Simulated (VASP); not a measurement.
# HgTe (Coloradoite) (F-43m) in VASP: further runs, part 2 of 2

VASP 6.6.1. Earlier steps stand in the parts before.

### Step 3. Relaxation of cell and atoms, PBEsol

This run uses another cell than the first one, of 34.58 Å³/atom, 1.041 times its volume.

File INCAR:

```
PREC = Accurate
ENCUT = 600
EDIFF = 1E-7
ISMEAR = 0
SIGMA = 0.03
LREAL = F
LASPH = T
NELM = 80
ALGO = Normal
ISIF = 3
LWAVE = F
LCHARG = F
GGA = PS
IBRION = 2
NSW = 90
EDIFFG = -0.005
```

File KPOINTS:

```
Automatic mesh
0
Gamma
  10 10 10
```

File POSCAR:

```
HgTe                                    
1.0
   -0.0000000000      3.2580088202      3.2580088202
    3.2580088202     -0.0000000000      3.2580088202
    3.2580088202      3.2580088202      0.0000000000
  Hg              Te            
     1     1
Direct
     0.0000000000000000    0.0000000000000000    0.0000000000000000
     0.2500000000000000    0.2500000000000000    0.2500000000000000
```

Potentials or basis: VASP PAW PBE potentials, release 64 (Hg, Te).

Started as:

```bash
$ cat potpaw_PBE.64/Hg/POTCAR potpaw_PBE.64/Te/POTCAR > POTCAR
$ mpirun -np 1 vasp_std > vasp.out
```

OUTCAR:

```text
PREC = Accurate
   ENCUT = 600
   EDIFF = 1E-7
   ISMEAR = 0
   LREAL = F
   LASPH = T
   NELM = 80
   ISIF = 3
   GGA = PS
   IBRION = 2
   NSW = 90
   EDIFFG = -0.005

 ion  position               nearest neighbor table
   1  0.000  0.000  0.000-   2 2.82   2 2.82   2 2.82   2 2.82
   2  0.250  0.250  0.250-   1 2.82   1 2.82   1 2.82   1 2.82

  LATTYP: Found a face centered cubic cell.
 ALAT       =     6.5160176404

  Lattice vectors:

 A1 = (   0.0000000000,   3.2580088202,   3.2580088202)
 A2 = (   3.2580088202,   0.0000000000,   3.2580088202)
 A3 = (   3.2580088202,   3.2580088202,   0.0000000000)

Analysis of symmetry for initial positions (statically):
=====================================================================
 Subroutine PRICEL returns:
 Original cell was already a primitive cell.

 Routine SETGRP: Setting up the symmetry group for a
 face centered cubic supercell.

 Subroutine GETGRP returns: Found 24 space group operations
 (whereof 24 operations were pure point group operations)
 out of a pool of 48 trial point group operations.

[... 179 lines left out ...]
      6      -3.9992      2.00000
      7       1.8397      2.00000
      8       2.7007      1.33333
      9       2.7007      1.33333
     10       2.7007      1.33333
     11       6.9245      0.00000
     12       6.9245      0.00000
     13       6.9245      0.00000
[... 354 lines left out ...]
  band No.  band energies     occupation
      1      -8.5701      2.00000
      2      -4.3579      2.00000
      3      -4.2673      2.00000
      4      -4.2393      2.00000
      5      -3.9546      2.00000
      6      -3.9090      2.00000
      7      -1.7830      2.00000
      8       0.7336      2.00000
      9       0.9184      2.00000
     10       4.7342      0.00000
     11       5.6466      0.00000
     12       9.0659      0.00000
     13       9.8169      0.00000

 [... further k-points ...]

------------------------ aborting loop because EDIFF is reached ----------------------------------------

  FORCE on cell =-STRESS in cart. coord.  units (eV):
  Direction    XX          YY          ZZ          XY          YZ          ZX
  --------------------------------------------------------------------------------------
  -------------------------------------------------------------------------------------
  Total        0.0011709      0.0011709      0.0011709      0.0000000      0.0000000      0.0000000
  in kB        0.0271240      0.0271240      0.0271240      0.0000000      0.0000000      0.0000000
  external PRESSURE =       0.0271240 kB  Pullay stress =       0.0000000 kB

 VOLUME and BASIS-vectors are now :
 -----------------------------------------------------------------------------
  energy-cutoff  :      600.00
  volume of cell :       69.17
      direct lattice vectors                 reciprocal lattice vectors
     0.000000000  3.258008820  3.258008820    -0.153467970  0.153467970  0.153467970
     3.258008820  0.000000000  3.258008820     0.153467970 -0.153467970  0.153467970
     3.258008820  3.258008820  0.000000000     0.153467970  0.153467970 -0.153467970

 POSITION                                       TOTAL-FORCE (eV/Angst)
 -----------------------------------------------------------------------------------
      0.00000      0.00000      0.00000         0.000000     -0.000000     -0.000000
      1.62900      1.62900      1.62900        -0.000000      0.000000      0.000000
 -----------------------------------------------------------------------------------
    total drift:                                0.000000      0.000000      0.000000

  FREE ENERGIE OF THE ION-ELECTRON SYSTEM (eV)
  ---------------------------------------------------
  free  energy   TOTEN  =        -4.3767116241 eV

  energy  without entropy=       -4.3766653454  energy(sigma->0) =       -4.37668848

 reached required accuracy - stopping structural energy minimisation
```

OSZICAR:

```text
N       E                     dE             d eps       ncg     rms          rms(c)
DAV:   1     0.114898105502E+03    0.11490E+03   -0.86577E+03  1222   0.133E+03
DAV:   2     0.312299380012E+00   -0.11459E+03   -0.10739E+03  1322   0.276E+02
DAV:   3    -0.455874179739E+01   -0.48710E+01   -0.48475E+01  1497   0.594E+01
DAV:   4    -0.460792645748E+01   -0.49185E-01   -0.49173E-01  1632   0.551E+00
DAV:   5    -0.460823869702E+01   -0.31224E-03   -0.31224E-03  1490   0.366E-01    0.726E+00
DAV:   6    -0.438838386693E+01    0.21985E+00   -0.54646E-01  1402   0.110E+01    0.590E+00
DAV:   7    -0.437893989136E+01    0.94440E-02   -0.10870E-01  1342   0.261E+00    0.224E+00
DAV:   8    -0.437697114373E+01    0.19687E-02   -0.10623E-02  1257   0.141E+00    0.632E-01
DAV:   9    -0.437669728103E+01    0.27386E-03   -0.83416E-04  1467   0.364E-01    0.119E-01
DAV:  10    -0.437670587086E+01   -0.85898E-05   -0.85113E-05  1375   0.997E-02    0.538E-02
DAV:  11    -0.437671257869E+01   -0.67078E-05   -0.21745E-05  1327   0.424E-02    0.243E-02
DAV:  12    -0.437671162247E+01    0.95621E-06   -0.37707E-06  1417   0.179E-02    0.135E-02
DAV:  13    -0.437671162410E+01   -0.16273E-08   -0.24597E-07  1307   0.413E-03
   1 F= -.43767116E+01 E0= -.43766885E+01  d E =-.437671E+01
```

Wall time 44 s (1 thread of AMD EPYC 7R13 (Zen 3), shared host); peak memory 0.23 GiB.

Results:

* Free energy: -4.3767 eV
* Pressure after relaxing: 0.0 GPa
* Band gap on the k mesh: none (metal or under the smearing width)

Final structure:
```yaml
crystal:
  lattice:
    - [0.00000, 3.25801, 3.25801]
    - [3.25801, 0.00000, 3.25801]
    - [3.25801, 3.25801, 0.00000]
  atoms:
    - { symbol: Hg, position: [0.00000, 0.00000, 0.00000] }
    - { symbol: Te, position: [0.25000, 0.25000, 0.25000] }
```

Levels at points of the mesh, in eV from the Fermi level:
| k point | band 6 | band 7 | band 8 | band 9 | band 10 | band 11 | band 12 | band 13 |
| --- | --- | --- | --- | --- | --- | --- | --- | --- |
| (0.00, 0.00, 0.00) | -6.71 | -0.87 | -0.01 | -0.01 | -0.01 | 4.21 | 4.21 | 4.21 |
| (0.50, 0.00, 0.00) | -6.42 | -5.39 | -0.96 | -0.96 | 0.63 | 4.99 | 4.99 | 6.72 |
| (0.50, 0.50, 0.00) | -6.29 | -5.35 | -2.20 | -2.20 | 1.84 | 2.43 | 8.00 | 8.71 |

Caveat: the relaxation stopped at its first step, so nothing moved; the PAW data sets were made with another functional, which shifts forces and pressure a little. The run has no spin-orbit coupling, so splittings on Hg, Te are missing.

### Step 4. Relaxation of cell and atoms, PBEsol

File INCAR:

```
SYSTEM = HgTe
  PREC = Accurate
  ENCUT = 600
  EDIFF = 1E-6
  ISMEAR = 0
  SIGMA = 0.03
  LREAL = .False.
  LASPH = .True.
  NELM = 80
  ALGO = Normal
  ISIF = 3
  LWAVE = .False.
  LCHARG = .False.
  GGA = PS
  IBRION = 2
  NSW = 90
  EDIFFG = -0.01
```

File KPOINTS:

```
regular mesh
0
Gamma
  10 10 10
  0 0 0
```

File POSCAR:

```
HgTe
1.0
    0.0000000000      3.2145000000      3.2145000000
    3.2145000000      0.0000000000      3.2145000000
    3.2145000000      3.2145000000      0.0000000000
Hg Te
1 1
Direct
    0.0000000000      0.0000000000      0.0000000000
    0.2500000000      0.2500000000      0.2500000000
```

Potentials or basis: VASP PAW PBE potentials, release 64 (Hg, Te).

Started as:

```bash
$ cat potpaw_PBE.64/Hg/POTCAR potpaw_PBE.64/Te/POTCAR > POTCAR
$ mpirun -np 1 vasp_std > vasp.out
```

OUTCAR:

```text
SYSTEM = HgTe
   PREC = Accurate
   ENCUT = 600
   EDIFF = 1E-6
   ISMEAR = 0
   LREAL = .False.
   LASPH = .True.
   NELM = 80
   ISIF = 3
   GGA = PS
   IBRION = 2
   NSW = 90
   EDIFFG = -0.01

 ion  position               nearest neighbor table
   1  0.000  0.000  0.000-   2 2.78   2 2.78   2 2.78   2 2.78
   2  0.250  0.250  0.250-   1 2.78   1 2.78   1 2.78   1 2.78

  LATTYP: Found a face centered cubic cell.
 ALAT       =     6.4290000000

  Lattice vectors:

 A1 = (   0.0000000000,   3.2145000000,   3.2145000000)
 A2 = (   3.2145000000,   0.0000000000,   3.2145000000)
 A3 = (   3.2145000000,   3.2145000000,   0.0000000000)

Analysis of symmetry for initial positions (statically):
=====================================================================
 Subroutine PRICEL returns:
 Original cell was already a primitive cell.

 Routine SETGRP: Setting up the symmetry group for a
 face centered cubic supercell.

 Subroutine GETGRP returns: Found 24 space group operations
 (whereof 24 operations were pure point group operations)
 out of a pool of 48 trial point group operations.

The static configuration has the point symmetry T_d .

Analysis of symmetry for dynamics (positions and initial velocities):
=====================================================================
 Subroutine PRICEL returns:
 Original cell was already a primitive cell.

[... 232 lines left out ...]
  ---------------------------------------------------
  ext. energy  EPLUGINS =         0.00000000
  ---------------------------------------------------
  free energy    TOTEN  =        -4.37647681 eV

  energy without entropy =       -4.37643053  energy(sigma->0) =       -4.37645367

 E-fermi :   2.7101     XC(G=0):  -8.8275

 val. band max:        2.7009539996   @ k =   0.0000   0.0000   0.0000
 cond. band min:       3.1800934822   @ k =   0.1000   0.0000   0.0000
 fundamental gap:      0.4791394826
 Fermi energy:         2.7100910913

 k-point     1 :       0.0000    0.0000    0.0000
  band No.  band energies     occupation
      1      -9.1519      2.00000
      2      -4.5062      2.00000
      3      -4.5062      2.00000
      4      -4.5062      2.00000
      5      -3.9993      2.00000
      6      -3.9993      2.00000
      7       1.8399      2.00000
      8       2.7010      1.33333
      9       2.7010      1.33333
     10       2.7010      1.33333
     11       6.9246      0.00000
     12       6.9246      0.00000
     13       6.9246      0.00000
[... 354 lines left out ...]
  band No.  band energies     occupation
      1      -8.5697      2.00000
      2      -4.3579      2.00000
      3      -4.2674      2.00000
      4      -4.2394      2.00000
      5      -3.9547      2.00000
      6      -3.9090      2.00000
      7      -1.7829      2.00000
      8       0.7338      2.00000
      9       0.9187      2.00000
     10       4.7345      0.00000
     11       5.6470      0.00000
     12       9.0663      0.00000
     13       9.8170      0.00000

 [... further k-points ...]

------------------------ aborting loop because EDIFF is reached ----------------------------------------

  FORCE on cell =-STRESS in cart. coord.  units (eV):
  Direction    XX          YY          ZZ          XY          YZ          ZX
  --------------------------------------------------------------------------------------
  -------------------------------------------------------------------------------------
  Total        0.0001997      0.0001997      0.0001997      0.0000000      0.0000000     -0.0000000
  in kB        0.0046263      0.0046263      0.0046263      0.0000000      0.0000000     -0.0000000
  external PRESSURE =       0.0046263 kB  Pullay stress =       0.0000000 kB
[... 17 lines left out ...]
  FREE ENERGIE OF THE ION-ELECTRON SYSTEM (eV)
  ---------------------------------------------------
  free  energy   TOTEN  =        -4.3764768106 eV

  energy  without entropy=       -4.3764305319  energy(sigma->0) =       -4.37645367

 reached required accuracy - stopping structural energy minimisation
```

Wall time 51 s (1 thread of Intel Xeon Platinum 8488C (Sapphire Rapids), shared host); peak memory 0.24 GiB.

Results:

| Item | Value |
| --- | --- |
| Free energy | -4.3765 eV |
| Relaxed volume | 34.58 Å³/atom |
| Relaxed cell | a = 4.608 Å, b = 4.608 Å, c = 4.608 Å, α = 60.00°, β = 60.00°, γ = 60.00° |
| Space group after relaxing (to 0.05 Å) | F-43m (No. 216) |
| Energy gained by relaxing | 7.7 meV/atom |
| Ionic steps | 3 |
| Pressure after relaxing | 0.0 GPa |
| Band gap on the k mesh | none (metal or under the smearing width) |

Step by step:
```
step  energy change (eV)  largest force (eV/Å)  pressure (GPa)  volume (Å³)
   1              0.0000                0.0000            1.88        66.43
   2             -0.0133                0.0000           -0.63        70.26
   3             -0.0155                0.0000            0.00        69.17
```

Final structure:
```xyz
2
Lattice="0.0000 3.2580 3.2580 3.2580 0.0000 3.2580 3.2580 3.2580 0.0000" Properties=species:S:1:pos:R:3 pbc="T T T"
Hg    0.0000    0.0000    0.0000
Te    1.6290    1.6290    1.6290
```

Levels at points of the mesh, in eV from the Fermi level:
| k point | band 7 | band 8 | band 9 | band 10 | band 11 | band 12 |
| --- | --- | --- | --- | --- | --- | --- |
| (0.00, 0.00, 0.00) | -0.87 | -0.01 | -0.01 | -0.01 | 4.21 | 4.21 |
| (0.50, 0.00, 0.00) | -5.39 | -0.96 | -0.96 | 0.63 | 4.99 | 4.99 |
| (0.50, 0.50, 0.00) | -5.35 | -2.20 | -2.20 | 1.84 | 2.43 | 8.00 |

Caveat: the PAW data sets were made with another functional, which shifts forces and pressure a little.
